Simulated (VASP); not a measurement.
# Cu (Fm-3m) in VASP: a series of runs, part 3 of 3

VASP 6.6.1. Earlier steps stand in the parts before.

## 6. Single point, RPBE

Input file INCAR:

```
PREC = Accurate
ENCUT = 520
EDIFF = 1E-6
ISMEAR = 0
SIGMA = 0.02
LREAL = F
LASPH = T
NELM = 60
ALGO = Normal
ISIF = 2
LWAVE = F
LCHARG = T
GGA = RP
LELF = T
LVHAR = T
```

Input file KPOINTS:

```
regular mesh
0
Gamma
  13 13 13
```

Input file POSCAR:

```
Cu
2.5562
    0.000000000000      0.707104295439      0.707104295439
    0.707104295439      0.000000000000      0.707104295439
    0.707104295439      0.707104295439      0.000000000000
Cu
1
Direct
    0.0000000000      0.0000000000      0.0000000000
```

Potentials or basis: VASP PAW PBE potentials, release 54 (Cu).

Launch:

```
> cat potpaw_PBE.54/Cu/POTCAR > POTCAR
> mpirun -np 1 vasp_std > vasp.out
```

OUTCAR:

```text
PREC = Accurate
   ENCUT = 520
   EDIFF = 1E-6
   ISMEAR = 0
   LREAL = F
   LASPH = T
   NELM = 60
   ISIF = 2
   GGA = RP

 ion  position               nearest neighbor table
   1  0.000  0.000  0.000-

  LATTYP: Found a face centered cubic cell.
 ALAT       =     3.6150000000

  Lattice vectors:

 A1 = (   0.0000000000,   1.8075000000,   1.8075000000)
 A2 = (   1.8075000000,   0.0000000000,   1.8075000000)
 A3 = (   1.8075000000,   1.8075000000,   0.0000000000)

Analysis of symmetry for initial positions (statically):
=====================================================================
 Subroutine PRICEL returns:
 Original cell was already a primitive cell.

 Routine SETGRP: Setting up the symmetry group for a
 face centered cubic supercell.

 Subroutine GETGRP returns: Found 48 space group operations
 (whereof 48 operations were pure point group operations)
 out of a pool of 48 trial point group operations.

The static configuration has the point symmetry O_h .

Analysis of symmetry for dynamics (positions and initial velocities):
=====================================================================
 Subroutine PRICEL returns:
 Original cell was already a primitive cell.

 Routine SETGRP: Setting up the symmetry group for a
 face centered cubic supercell.

 Subroutine GETGRP returns: Found 48 space group operations
 (whereof 48 operations were pure point group operations)
 out of a pool of 48 trial point group operations.

The dynamic configuration has the point symmetry O_h .

 Subroutine INISYM returns: Found 48 space group operations
 (whereof 48 operations are pure point group operations),
 and found     1 'primitive' translations

----------------------------------------------------------------------------------------
[... 137 lines left out ...]
     AMIX_MAG =   1.60;   BMIX_MAG =  1.00
  volume/ion in A,a.u.               =      11.81        79.70
  Fermi-wavevector in a.u.,A,eV,Ry     =   1.598763  3.021224 34.777078  2.556043
  Thomas-Fermi vector in A             =   2.696162
   LORBIT       =      0    0 simple, 1 ext, 2 COOP (PROOUT), +10 PAW based schemes
   GGA     = RP    functional components
   LHFCALC =     F    Hartree Fock is set to
   AEXX    =    0.0000 exact exchange contribution
   IVDW    =     0    specifies the selected vdW correction
   LEPSILON=     F    determine dielectric tensor
   LRPA    =     F    only Hartree local field effects (RPA)
 non-spin polarized calculation
 Gauss-broadening in eV      SIGMA  =   0.02
  energy-cutoff  :      520.00
  volume of cell :       11.81
 maximum number of plane-waves:       331
   NGX =  9   NGY =  9   NGZ =  9

 number of electron      11.0000001 magnetization

 Free energy of the ion-electron system (eV)
  ---------------------------------------------------
  ext. energy  EPLUGINS =         0.00000000
  ---------------------------------------------------
  free energy    TOTEN  =        -3.24166755 eV

  energy without entropy =       -3.24149490  energy(sigma->0) =       -3.24158122

 E-fermi :   7.9498     XC(G=0): -12.5901

 val. band max:        7.9384275391   @ k =   0.4615   0.3077   0.0000
 cond. band min:       7.9622952743   @ k =  -0.3846   0.1538   0.0000
 fundamental gap:      0.0238677352
 Fermi energy:         7.9498341887

 k-point     1 :       0.0000    0.0000    0.0000
  band No.  band energies     occupation
      1      -1.6015      2.00000
      2       4.7123      2.00000
      3       4.7123      2.00000
      4       4.7123      2.00000
      5       5.5303      2.00000
      6       5.5303      2.00000
      7      30.2776      0.00000
      8      33.0160      0.00000
      9      33.0160      0.00000
[... 457 lines left out ...]
 k-point    40 :       0.4615    0.3077    0.0000
  band No.  band energies     occupation
      1       3.0622      2.00000
      2       3.6215      2.00000
      3       5.1653      2.00000
      4       5.6494      2.00000
      5       6.1475      2.00000
      6       7.9384      1.58009
      7      17.5165      0.00000
      8      19.1066      0.00000
      9      22.5481      0.00000

 [... further k-points ...]

------------------------ aborting loop because EDIFF is reached ----------------------------------------

  FORCE on cell =-STRESS in cart. coord.  units (eV):
  Direction    XX          YY          ZZ          XY          YZ          ZX
  --------------------------------------------------------------------------------------
  -------------------------------------------------------------------------------------
  Total        0.5272352      0.5272352      0.5272352     -0.0000000     -0.0000000      0.0000000
  in kB       71.5237147     71.5237147     71.5237147     -0.0000000     -0.0000000      0.0000000
  external PRESSURE =      71.5237147 kB  Pullay stress =       0.0000000 kB

 VOLUME and BASIS-vectors are now :
 -----------------------------------------------------------------------------
  energy-cutoff  :      520.00
  volume of cell :       11.81
      direct lattice vectors                 reciprocal lattice vectors
     0.000000000  1.807500000  1.807500000    -0.276625173  0.276625173  0.276625173
     1.807500000  0.000000000  1.807500000     0.276625173 -0.276625173  0.276625173
     1.807500000  1.807500000  0.000000000     0.276625173  0.276625173 -0.276625173

 POSITION                                       TOTAL-FORCE (eV/Angst)
 -----------------------------------------------------------------------------------
      0.00000      0.00000      0.00000        -0.000000      0.000000      0.000000
 -----------------------------------------------------------------------------------
    total drift:                                0.000000      0.000000      0.000000

  FREE ENERGIE OF THE ION-ELECTRON SYSTEM (eV)
  ---------------------------------------------------
  free  energy   TOTEN  =        -3.2416675458 eV

  energy  without entropy=       -3.2414949017  energy(sigma->0) =       -3.24158122
```

OSZICAR:

```text
N       E                     dE             d eps       ncg     rms          rms(c)
DAV:   1     0.345747299061E+02    0.34575E+02   -0.56908E+03  1584   0.202E+03
DAV:   2    -0.367122232034E+01   -0.38246E+02   -0.36298E+02  1528   0.192E+02
DAV:   3    -0.404752596551E+01   -0.37630E+00   -0.37499E+00  1774   0.279E+01
DAV:   4    -0.405017723515E+01   -0.26513E-02   -0.26511E-02  1878   0.212E+00
DAV:   5    -0.405021050464E+01   -0.33269E-04   -0.33270E-04  1771   0.190E-01    0.733E+00
DAV:   6    -0.357143171014E+01    0.47878E+00   -0.15055E+01  1588   0.904E+01    0.364E+00
DAV:   7    -0.325296274624E+01    0.31847E+00   -0.23558E+00  1608   0.355E+01    0.607E-01
DAV:   8    -0.324299258346E+01    0.99702E-02   -0.42842E-03  1694   0.965E-01    0.275E-01
DAV:   9    -0.324167342720E+01    0.13192E-02   -0.10187E-02  1712   0.222E+00    0.351E-02
DAV:  10    -0.324167080406E+01    0.26231E-05   -0.45541E-05  2240   0.133E-01    0.108E-02
DAV:  11    -0.324166732338E+01    0.34807E-05   -0.30430E-06  1546   0.353E-02    0.393E-04
DAV:  12    -0.324166754582E+01   -0.22244E-06   -0.27590E-08   887   0.236E-03
   1 F= -.32416675E+01 E0= -.32415812E+01  d E =-.172644E-03
```

stdout:

```text
POSCAR found type information on POSCAR Cu
 POSCAR found :  1 types and       1 ions
 scaLAPACK will be used
 -----------------------------------------------------------------------------
|                                                                             |
|                                                                             |
|     You enforced a specific xc type in the INCAR file but a different       |
|     I HOPE YOU KNOW WHAT YOU ARE DOING!                                     |
|                                                                             |
 -----------------------------------------------------------------------------

 LDA part: xc-table for (Slater+PW92), standard interpolation
 POSCAR, INCAR and KPOINTS ok, starting setup
 FFT: planning ... GRIDC
 FFT: planning ... GRID_SOFT
 FFT: planning ... GRID
 WAVECAR not read
 entering main loop
```

Wall time 7 s (1 thread of Intel Xeon 6975P-C (Granite Rapids), shared host); peak memory 0.12 GiB.

Results:

```yaml
Free_energy: -3.2417 eV
Pressure: 7.2 GPa
Band_gap_on_the_k_mesh: none (metal or under the smearing width)
```

Levels at points of the mesh, in eV from the Fermi level:
```csv
k point,band 4,band 5,band 6,band 7,band 8,band 9
"(0.00, 0.00, 0.00)",-3.24,-2.42,-2.42,22.33,25.07,25.07
```

Caveat: the PAW data sets were made with another functional, which shifts forces and pressure a little.

## 7. The reference run

An earlier run on the cell as given: functional PBE; potentials or basis VASP PAW PBE potentials, release 64 (Cu); cutoff 520 eV; k mesh 13 × 13 × 13; occupations fermi-dirac, width 0.05 eV; no spin polarisation.

- Pressure: 2.2 GPa
- Band gap on the k mesh: none (metal or under the smearing width)

## 8. Summary

```csv
task,level,potentials or basis,cell,k mesh,cutoff (eV),smearing,grid for exact exchange (PRECFOCK),exchange at q = 0,optimiser,mesh quality,gap on the mesh (eV),pressure (GPa)
single point,PBEsol,"VASP PAW PBE potentials, release 64 (Cu)",as given,13 × 13 × 13,500,gaussian 0.1 eV,-,-,-,not flagged,none,-6.0
single point,r2SCAN0,"VASP PAW PBE potentials, release 54 (Cu)",volume scaled by 1.15,7 × 7 × 7,520,fermi-dirac 0.02 eV,Fast,truncated,-,coarse,none,-14.8
relaxation of the atoms,PBE+TS,"VASP PAW PBE potentials, release 64 (Cu)",atoms relaxed from: cell strained at random at fixed volume,13 × 13 × 13,520,gaussian 0.01 eV,-,-,BFGS,not flagged,none,-8.5
single point,RPBE,"VASP PAW PBE potentials, release 54 (Cu)",as given,13 × 13 × 13,520,gaussian 0.02 eV,-,-,-,not flagged,none,7.2
single point,PBE,"VASP PAW PBE potentials, release 64 (Cu)",as given,13 × 13 × 13,520,fermi-dirac 0.05 eV,-,-,-,not flagged,none,2.2
```

Alike in all rows: no spin polarisation.

Caveats: some runs use coarse meshes; the PAW data sets were made with another functional, which shifts forces and pressure a little (some runs); the relaxation stopped at its first step, so nothing moved (some runs); atom-pairwise D2, TS and ULG terms overbind metals (some runs); pairwise dispersion overbinds metals, which lowers pressure and volume (some runs).

Absolute energies hang on the potentials; compare differences alone.
